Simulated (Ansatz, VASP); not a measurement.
Two plane-wave programs on C

```
C
1.0
     2.04108    0.00000    0.00000
    -1.02054    1.76762    0.00000
     0.00000    0.00000    1.56788
C
1
Cartesian
  0.0000 0.0000 0.0000
```

Alike in both runs: functional PBE; k mesh 24 × 24 × 22; occupations fermi-dirac, width 0.1 eV; no spin polarisation.

Ansatz relaxed the structure, and its values are those at the end. VASP's run is a single point on that final structure, the one shown.

```csv
,VASP,Ansatz
version,VASP 6.6.1,Ansatz 0.2.0
potentials or method,"VASP PAW PBE potentials, release 64 (C)","PAW with Ansatz's default frozen-core files, scalar-relativistic"
plane-wave cutoff (eV),520,420
valence electrons in the cell,4,4
```

Ansatz gave:

| Quantity | Value |
| --- | --- |
| pressure (GPa) | 0.0 |

Question: Which values does VASP return?

Answer: Pressure (GPa): 0.3.

The functional is the same, so the differences come from potentials, cutoffs and numerics.
